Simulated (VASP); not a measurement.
# ZnO (Pm-3m) in VASP: single point with PBEsol

Aim: the single point of ZnO with PBEsol.

Everything below comes from runs of VASP 6.6.1. Logs are shortened: lines on timing, memory, paths and dates and some standing lists are left out, and cuts for length are marked.

### Step 1. Starting point

Symmetry: Pm-3m, No. 221, cubic system. The conventional cell has a = 2.680 Å, b = 2.680 Å, c = 2.680 Å, α = 90.00°, β = 90.00°, γ = 90.00°. Around Zn (site symmetry m-3m) lie 8 O at 2.32 Å. Around O (site symmetry m-3m) lie 8 Zn at 2.32 Å.

Measurements of this composition are mostly on another form, of space group No. 186.

### Step 2. Single point, PBEsol

File INCAR:

```
SYSTEM = ZnO
  PREC = Accurate
  ENCUT = 520
  EDIFF = 1E-6
  ISMEAR = 0
  SIGMA = 0.05
  LREAL = .False.
  LASPH = .True.
  NELM = 100
  ALGO = Normal
  ISIF = 2
  LWAVE = .False.
  LCHARG = .False.
  GGA = PS
  NBANDS = 16
```

File KPOINTS:

```
Automatic mesh
0
Gamma
  6 6 6
  0 0 0
```

File POSCAR:

```
ZnO
1.0
    2.6797503601      0.0000000000      0.0000000000
    0.0000000000      2.6797503601      0.0000000000
    0.0000000000      0.0000000000      2.6797503601
Zn O
1 1
Direct
    0.0000000000      0.0000000000      0.0000000000
    0.5000000000      0.5000000000      0.5000000000
```

Potentials or basis: VASP PAW PBE potentials, release 64 (Zn, O).

On the command line:

```
cat potpaw_PBE.64/Zn/POTCAR potpaw_PBE.64/O/POTCAR > POTCAR
mpirun -np 1 vasp_std > vasp.out
```

OUTCAR:

```text
SYSTEM = ZnO
   PREC = Accurate
   ENCUT = 520
   EDIFF = 1E-6
   ISMEAR = 0
   LREAL = .False.
   LASPH = .True.
   NELM = 100
   ISIF = 2
   GGA = PS

 ion  position               nearest neighbor table
   1  0.000  0.000  0.000-   2 2.32   2 2.32   2 2.32   2 2.32   2 2.32   2 2.32   2 2.32   2 2.32

   2  0.500  0.500  0.500-   1 2.32   1 2.32   1 2.32   1 2.32   1 2.32   1 2.32   1 2.32   1 2.32

  LATTYP: Found a simple cubic cell.
 ALAT       =     2.6797503601

  Lattice vectors:

 A1 = (   2.6797503601,   0.0000000000,   0.0000000000)
 A2 = (   0.0000000000,   2.6797503601,   0.0000000000)
 A3 = (   0.0000000000,   0.0000000000,   2.6797503601)

Analysis of symmetry for initial positions (statically):
=====================================================================
 Subroutine PRICEL returns:
 Original cell was already a primitive cell.

 Routine SETGRP: Setting up the symmetry group for a
 simple cubic supercell.

 Subroutine GETGRP returns: Found 48 space group operations
 (whereof 48 operations were pure point group operations)
 out of a pool of 48 trial point group operations.

The static configuration has the point symmetry O_h .

Analysis of symmetry for dynamics (positions and initial velocities):
=====================================================================
 Subroutine PRICEL returns:
 Original cell was already a primitive cell.

 Routine SETGRP: Setting up the symmetry group for a
 simple cubic supercell.

 Subroutine GETGRP returns: Found 48 space group operations
 (whereof 48 operations were pure point group operations)
 out of a pool of 48 trial point group operations.

The dynamic configuration has the point symmetry O_h .

 Subroutine INISYM returns: Found 48 space group operations
 (whereof 48 operations are pure point group operations),
 and found     1 'primitive' translations

----------------------------------------------------------------------------------------

                                     Primitive cell

  volume of cell :      19.2435

  direct lattice vectors                    reciprocal lattice vectors
     2.679750360  0.000000000  0.000000000     0.373169089  0.000000000  0.000000000
     0.000000000  2.679750360  0.000000000     0.000000000  0.373169089  0.000000000
     0.000000000  0.000000000  2.679750360     0.000000000  0.000000000  0.373169089

  length of vectors
     2.679750360  2.679750360  2.679750360     0.373169089  0.373169089  0.373169089

  position of ions in fractional coordinates (direct lattice)
     0.000000000  0.000000000  0.000000000
     0.500000000  0.500000000  0.500000000

  ion indices of the primitive-cell ions
   primitive index   ion index
                 1           1
                 2           2

----------------------------------------------------------------------------------------

 KPOINTS: Automatic mesh

Automatic generation of k-mesh.
 Grid dimensions read from file:
 generate k-points for:    6    6    6

 Generating k-lattice:

  Cartesian coordinates                     Fractional coordinates (reciprocal lattice)
     0.062194848  0.000000000  0.000000000     0.166666667  0.000000000  0.000000000
     0.000000000  0.062194848  0.000000000     0.000000000  0.166666667  0.000000000
     0.000000000  0.000000000  0.062194848     0.000000000  0.000000000  0.166666667

  Length of vectors
     0.062194848  0.062194848  0.062194848

  Shift w.r.t. Gamma in fractional coordinates (k-lattice)
     0.000000000  0.000000000  0.000000000

 Subroutine IBZKPT returns following result:
 ===========================================

 Found     20 irreducible k-points:

 Following reciprocal coordinates:
            Coordinates               Weight
  0.000000  0.000000  0.000000      1.000000
  0.166667  0.000000  0.000000      6.000000
  0.333333  0.000000  0.000000      6.000000
  0.500000  0.000000  0.000000      3.000000
  0.166667  0.166667  0.000000     12.000000
  0.333333  0.166667  0.000000     24.000000
[... 12 lines left out ...]
  0.500000  0.500000  0.333333      6.000000
  0.500000  0.500000  0.500000      1.000000
   k-points           NKPTS =     20   k-points in BZ     NKDIM =     20   number of bands    NBANDS=     16
   number of dos      NEDOS =    301   number of ions     NIONS =      2
   total plane-waves  NPLWV =   8000
   dimension x,y,z NGX =    20 NGY =   20 NGZ =   20
   dimension x,y,z NGXF=    40 NGYF=   40 NGZF=   40
   ions per type =               1   1
   NGX,Y,Z   is equivalent  to a cutoff of  12.41, 12.41, 12.41 a.u.
   NGXF,Y,Z  is equivalent  to a cutoff of  24.82, 24.82, 24.82 a.u.
 SYSTEM =  ZnO
   PREC   = accura    normal or accurate (medium, high low for compatibility)
   ISTART =      0    job   : 0-new  1-cont  2-samecut
   ICHARG =      2    charge: 1-file 2-atom 10-const
   ISPIN  =      1    spin polarized calculation?
   LNONCOLLINEAR =      F non collinear calculations
   LSORBIT =      F    spin-orbit coupling
   LASPH  =      T    aspherical Exc in radial PAW
   ENCUT  =  520.0 eV  38.22 Ry    6.18 a.u.   4.98  4.98  4.98*2*pi/ulx,y,z
   NELM   =    100;   NELMIN=  2; NELMDL= -5     # of ELM steps
   EDIFF  = 0.1E-05   stopping-criterion for ELM
   LREAL  =      F    real-space projection
   EDIFFG = 0.1E-04   stopping-criterion for IOM
   NSW    =      0    number of steps for IOM
   IBRION =     -1    ionic relax: 0-MD 1-quasi-New 2-CG
   NFREE  =      0    steps in history (QN), initial steepest desc. (CG)
   ISIF   =      2    stress and relaxation
   ISYM   =      2    0-nonsym 1-usesym 2-fastsym
   POTIM  = 0.5000    time-step for ionic-motion
   TEBEG  =    0.0;   TEEND  =   0.0 temperature during run
   PSTRESS=    0.0 pullay stress
   NELECT =      18.0000    total number of electrons
   NUPDOWN=      -1.0000    fix difference up-down
   EMIN   =  10.00;   EMAX   =-10.00  energy-range for DOS
   EFERMI =   0.00;   METHOD = LEGACY
   ISMEAR =     0;   SIGMA  =   0.05  broadening in eV -4-tet -1-fermi 0-gaus
   EFERMI_NEDOS =   21; number of points for ismear=-14 and -15
   IALGO  =     38    algorithm
   IMIX   =      4    mixing-type and parameters
     AMIX     =   0.40;   BMIX     =  1.00
     AMIX_MAG =   1.60;   BMIX_MAG =  1.00
  volume/ion in A,a.u.               =       9.62        64.93
  Fermi-wavevector in a.u.,A,eV,Ry     =   1.601049  3.025544 34.876608  2.563358
  Thomas-Fermi vector in A             =   2.698089
   LORBIT       =      0    0 simple, 1 ext, 2 COOP (PROOUT), +10 PAW based schemes
   GGA     = PS    functional components
   LHFCALC =     F    Hartree Fock is set to
   AEXX    =    0.0000 exact exchange contribution
   IVDW    =     0    specifies the selected vdW correction
   LEPSILON=     F    determine dielectric tensor
   LRPA    =     F    only Hartree local field effects (RPA)
 non-spin polarized calculation
 Gauss-broadening in eV      SIGMA  =   0.05
  energy-cutoff  :      520.00
  volume of cell :       19.24
 maximum number of plane-waves:       552
 NGX is ok and might be reduce to    20
   NGX =  9   NGY =  9   NGZ =  9

 number of electron      18.0000029 magnetization

 Free energy of the ion-electron system (eV)
  ---------------------------------------------------
  ext. energy  EPLUGINS =         0.00000000
  ---------------------------------------------------
  free energy    TOTEN  =        -8.34406157 eV

  energy without entropy =       -8.34347889  energy(sigma->0) =       -8.34377023

 E-fermi :   3.1117     XC(G=0): -12.7837

 val. band max:        3.0726559834   @ k =   0.5000   0.0000   0.0000
 cond. band min:       4.3470274144   @ k =   0.1667   0.0000   0.0000
 fundamental gap:      1.2743714309
 Fermi energy:         3.1116814099

 k-point     1 :       0.0000    0.0000    0.0000
  band No.  band energies     occupation
      1     -15.4266      2.00000
      2      -3.3819      2.00000
      3      -3.3819      2.00000
      4      -2.2526      2.00000
      5      -2.2526      2.00000
      6      -2.2526      2.00000
[... 8 lines left out ...]
     15      20.4344      0.00000
     16      35.0571      0.00000

 k-point     2 :       0.1667    0.0000    0.0000
  band No.  band energies     occupation
      1     -15.1505      2.00000
      2      -3.3981      2.00000
      3      -3.3465      2.00000
      4      -2.4284      2.00000
      5      -2.4284      2.00000
      6      -2.2437      2.00000
[... 8 lines left out ...]
     15      22.7817      0.00000
     16      29.7325      0.00000

 k-point     3 :       0.3333    0.0000    0.0000
  band No.  band energies     occupation
      1     -14.5109      2.00000
      2      -4.2712      2.00000
      3      -3.2752      2.00000
      4      -2.7316      2.00000
      5      -2.7316      2.00000
      6      -2.2259      2.00000
[... 8 lines left out ...]
     15      25.1125      0.00000
     16      27.2837      0.00000

 k-point     4 :       0.5000    0.0000    0.0000
  band No.  band energies     occupation
      1     -14.1284      2.00000
      2      -5.0677      2.00000
      3      -3.2393      2.00000
      4      -2.8658      2.00000
      5      -2.8658      2.00000
      6      -2.2170      2.00000
[... 8 lines left out ...]
     15      22.5523      0.00000
     16      30.6212      0.00000
[... 248 lines left out ...]
 k-point    18 :       0.5000    0.3333    0.3333
  band No.  band energies     occupation
      1     -12.9888      2.00000
      2      -3.7633      2.00000
      3      -3.7615      2.00000
      4      -3.1473      2.00000
      5      -2.3784      2.00000
      6      -2.1784      2.00000
[... 8 lines left out ...]
     15      22.9716      0.00000
     16      24.3467      0.00000

 k-point    19 :       0.5000    0.5000    0.3333
  band No.  band energies     occupation
      1     -12.7532      2.00000
      2      -3.8811      2.00000
      3      -3.8811      2.00000
      4      -3.6229      2.00000
      5      -2.2708      2.00000
      6      -1.9856      2.00000
[... 8 lines left out ...]
     15      23.8868      0.00000
     16      23.8868      0.00000

 k-point    20 :       0.5000    0.5000    0.5000
  band No.  band energies     occupation
      1     -12.5014      2.00000
      2      -4.0866      2.00000
      3      -4.0866      2.00000
      4      -4.0866      2.00000
      5      -1.9811      2.00000
      6      -1.9811      2.00000
[... 8 lines left out ...]
     15      23.7261      0.00000
     16      23.7261      0.00000

------------------------ aborting loop because EDIFF is reached ----------------------------------------

  FORCE on cell =-STRESS in cart. coord.  units (eV):
  Direction    XX          YY          ZZ          XY          YZ          ZX
  --------------------------------------------------------------------------------------
  -------------------------------------------------------------------------------------
  Total       -0.6824764     -0.6824764     -0.6824764     -0.0000000     -0.0000000      0.0000000
  in kB      -56.8218283    -56.8218283    -56.8218283     -0.0000000     -0.0000000      0.0000000
  external PRESSURE =     -56.8218283 kB  Pullay stress =       0.0000000 kB

 VOLUME and BASIS-vectors are now :
 -----------------------------------------------------------------------------
  energy-cutoff  :      520.00
  volume of cell :       19.24
      direct lattice vectors                 reciprocal lattice vectors
     2.679750360  0.000000000  0.000000000     0.373169089  0.000000000  0.000000000
     0.000000000  2.679750360  0.000000000     0.000000000  0.373169089  0.000000000
     0.000000000  0.000000000  2.679750360     0.000000000  0.000000000  0.373169089

 POSITION                                       TOTAL-FORCE (eV/Angst)
 -----------------------------------------------------------------------------------
      0.00000      0.00000      0.00000         0.000000      0.000000      0.000000
      1.33988      1.33988      1.33988         0.000000      0.000000      0.000000
 -----------------------------------------------------------------------------------
    total drift:                                0.000000      0.000000      0.000000

  FREE ENERGIE OF THE ION-ELECTRON SYSTEM (eV)
  ---------------------------------------------------
  free  energy   TOTEN  =        -8.3440615709 eV

  energy  without entropy=       -8.3434788858  energy(sigma->0) =       -8.34377023
```

Wall time 3.1 s (1 thread of Intel Xeon 6975P-C (Granite Rapids), shared host); peak memory 0.12 GiB.

What came out:

| Item | Value |
| --- | --- |
| Free energy | -8.3441 eV |
| Pressure | -5.7 GPa |
| Band gap on the k mesh | none (metal or under the smearing width) |

Caveat: the k mesh is coarse (spacing up to 0.39 Å⁻¹), so the values aren't converged; the PAW data sets were made with another functional, which shifts forces and pressure a little.
